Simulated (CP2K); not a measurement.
PbS (Galena):

```
CELL_PARAMETERS angstrom
4.19420 0.00000 0.00000
2.09710 3.63229 0.00000
2.09710 1.21076 3.42455
ATOMIC_POSITIONS crystal
Pb 0.00000 0.00000 0.00000
S 0.50000 0.50000 0.50000
```

Base run:

- Program: CP2K 2026.2
- Functional: HLE17
- Potentials or basis: POTENTIAL_UZH Pb GTH-PBE-q4, S GTH-PBE-q6; TZVP-MOLOPT-PBE-GTH basis
- Density cutoff: 9184 eV
- k mesh: 8 × 8 × 8
- Occupations: fermi-dirac, width 0.05 eV
- Spin: no spin polarisation

Its results: band gap on the k mesh 1.03 eV, direct; pressure 0.4 GPa.

Task: The run is repeated on the same cell with these changes: functional from HLE17 to PW91. What comes out?

Result: Band gap on the k mesh 0.25 eV, direct; pressure 3.0 GPa.

Caveats: the potentials were made for another functional, which shifts forces and pressure; spin-orbit coupling is left out, which as a rule narrows the gap of such compounds by several tenths of an eV; the basis of atomic orbitals isn't converged, which shifts pressures, moduli and gaps; the potentials were made for a functional far from this one (some runs).
